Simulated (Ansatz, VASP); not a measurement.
# Au: VASP beside Ansatz

```
CELL_PARAMETERS angstrom
0.00000 2.14778 2.14778
2.14778 0.00000 2.14778
2.14778 2.14778 0.00000
ATOMIC_POSITIONS crystal
Au 0.00000 0.00000 0.00000
```

Change from the starting cell: strain +0.050 along x and y, +0.050 along z, atoms carried along.

Alike in both runs: task single point; functional r2SCAN; k mesh 20 × 20 × 20; occupations gaussian, width 0.15 eV; no spin polarisation.

```csv
,VASP,Ansatz
version,VASP 6.6.1,Ansatz 0.2.0
potentials or method,"VASP PAW PBE potentials, release 64 (Au)","scalar-relativistic, plane waves, PAW"
plane-wave cutoff (eV),520,500
valence electrons in the cell,11,19
```

|  | VASP | Ansatz | Ansatz less VASP |
| --- | --- | --- | --- |
| gap on the k mesh at the Fermi level (eV) | none | none | - |
| pressure (GPa) | -12.9 | -13.0 | -0.10 |

A gap of «none» marks a metal or a gap that the smearing closes. The two sets of potentials don't hold the same shells in valence.

Caveats: the PAW data sets were made with another functional, which shifts forces and pressure a little (VASP). The runs have no spin-orbit coupling, so splittings on Au are missing.
